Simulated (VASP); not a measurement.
# Hf₈H: nudged elastic band

Hf₈H, defect, 9 atoms in the cell. PBE, nudged elastic band; PAW potentials Hf_pv, H (PBE set).

Path: an interstitial H atom hops to the next site of its kind; Moving images: 1.

## Input

INCAR.step1:
```
SYSTEM = Hf8H
PREC = Normal ; ENCUT = 250
EDIFF = 1E-6 ; ISMEAR = 1
SIGMA = 0.1 ; LREAL = .FALSE.
LASPH = .TRUE. ; NELM = 100
ALGO = Normal ; LWAVE = .FALSE.
LCHARG = .FALSE. ; IBRION = 2
NSW = 100 ; ISIF = 2
EDIFFG = -0.02 ; POTIM = 0.5
KPAR = 8
```

INCAR.step3, as INCAR.step1 but for:
```
- IBRION = 2
- ISIF = 2
- EDIFFG = -0.02
- POTIM = 0.5
+ IBRION = 1
+ POTIM = 0.3
+ EDIFFG = -0.05
+ SPRING = -5
+ IMAGES = 1
```

KPOINTS:
```
k-points
0
Gamma
  6 6 6
```

00/POSCAR:
```
Hf8H
1.0
   -4.7950500000      2.7684234083      5.0578000000
    4.7950500000     -2.7684234083      5.0578000000
    1.5983500000      2.7684234083     -5.0578000000
Hf H
8 1
Direct
    0.5311950618      0.7015421578      0.4838022774
    0.0473927845      0.2177398803      0.5161977226
    0.0466236627      0.7052201821      0.0000000000
    0.5387242549      0.2072657827      0.0000000000
    0.4688049382      0.2984578422      0.5161977226
    0.9526072156      0.7822601197      0.4838022774
    0.9533763374      0.2947798179      0.0000000000
    0.4612757452      0.7927342172      0.0000000000
    0.0000000000      0.0000000000      0.0000000000
```

01/POSCAR:
```
Hf8H
1.0
   -4.7950500000      2.7684234083      5.0578000000
    4.7950500000     -2.7684234083      5.0578000000
    1.5983500000      2.7684234083     -5.0578000000
Hf H
8 1
Direct
    0.5213381703      0.7037434319      0.4464666588
    0.0748885636      0.2573157459      0.5535893358
    0.0728331317      0.7064289945      0.0000062235
    0.5556082629      0.2235681847      0.0003176898
    0.4689556019      0.2996893895      0.4940247346
    0.9749301780      0.8056632790      0.5059738120
    0.9688150084      0.3052173815     -0.0000010127
    0.4733440681      0.8099148660      0.0000008204
   -0.1107129846     -0.1115412731     -0.0003782623
```

02/POSCAR:
```
Hf8H
1.0
   -4.7950500000      2.7684234083      5.0578000000
    4.7950500000     -2.7684234083      5.0578000000
    1.5983500000      2.7684234083     -5.0578000000
Hf H
8 1
Direct
    0.5600379140      0.7303850138      0.4838022681
    0.0762356460      0.2465827456      0.5161977319
    0.0725575368      0.7311542043      0.0000000000
    0.5705120030      0.2390535754      0.0000000000
    0.4793199097      0.3089728098      0.4838022681
    0.9955176415      0.8251705418      0.5161977319
    0.9850435526      0.3165019801      0.0000000000
    0.4829980188      0.8244013512      0.0000000000
   -0.2222222222     -0.2222222222      0.0000000000
```

POSCAR.step1:
```
Hf8H
1.0
   -4.7950500000      2.7684234083      5.0578000000
    4.7950500000     -2.7684234083      5.0578000000
    1.5983500000      2.7684234083     -5.0578000000
Hf H
8 1
Direct
    0.5416666666      0.7083333334      0.5000000000
    0.0416666667      0.2083333333      0.5000000000
    0.0416666667      0.7083333334      0.0000000000
    0.5416666667      0.2083333333      0.0000000000
    0.4583333334      0.2916666666      0.5000000000
    0.9583333334      0.7916666667      0.5000000000
    0.9583333334      0.2916666666      0.0000000000
    0.4583333334      0.7916666666      0.0000000000
    0.0000000000      0.0000000000      0.0000000000
```

POSCAR.step2:
```
Hf8H
1.0
   -4.7950500000      2.7684234083      5.0578000000
    4.7950500000     -2.7684234083      5.0578000000
    1.5983500000      2.7684234083     -5.0578000000
Hf H
8 1
Direct
    0.5416666666      0.7083333334      0.5000000000
    0.0416666667      0.2083333333      0.5000000000
    0.0416666667      0.7083333334      0.0000000000
    0.5416666667      0.2083333333      0.0000000000
    0.4583333334      0.2916666666      0.5000000000
    0.9583333334      0.7916666667      0.5000000000
    0.9583333334      0.2916666666      0.0000000000
    0.4583333334      0.7916666666      0.0000000000
   -0.2500000000     -0.2500000000      0.0000000000
```

Commands (each step's output is kept before the next begins):
```
cat potpaw_PBE.64/Hf_pv/POTCAR potpaw_PBE.64/H/POTCAR > POTCAR
cp INCAR.step1 INCAR
cp POSCAR.step1 POSCAR
mpirun -np 8 vasp_std > vasp.out
cp POSCAR.step2 POSCAR
mpirun -np 8 vasp_std > vasp.out
# 00 and 02 hold the relaxed ends; the images between are interpolated (pair-distance (IDPP))
cp INCAR.step3 INCAR
mpirun -np 8 vasp_std > vasp.out
```

## Result

- Barrier (eV): 0.467
- Barrier of the reverse step (eV): 0.467
- Energy of the second end over the first (eV): 0.000
- Top of the path (share of its length): 0.50
- Length of the path (Å): 2.39
- Steps of the band: 6
- Ionic steps, all stages: 20
- Electronic steps, all stages: 161

Energy along the relaxed band:

| Image | Distance along the path (Å) | Energy above the first end (eV) | Slope along the path (eV/Å) | Largest force across the path (eV/Å) |
|---|---|---|---|---|
| 0 | 0.000 | 0.000 | relaxed end |  |
| 1 | 1.197 | 0.467 | -0.006 | 0.026 |
| 2 | 2.394 | 0.000 | relaxed end |  |

The two ends have the same energy within 0.01 eV.

Limits: the cell holds 9 atoms, so the vacancy or interstitial meets its own images and the barrier isn't that of a lone defect; the atom stays on the straight, symmetric line between the sites, so the barrier is an upper bound: a way around it wasn't tried; a single image in the middle can't show two humps with a dip between them, and says nothing of the springs.

VASP 6.6.1 took 242 s on 8 cores (AMD EPYC 9R14 (Zen 4)), a shared host.
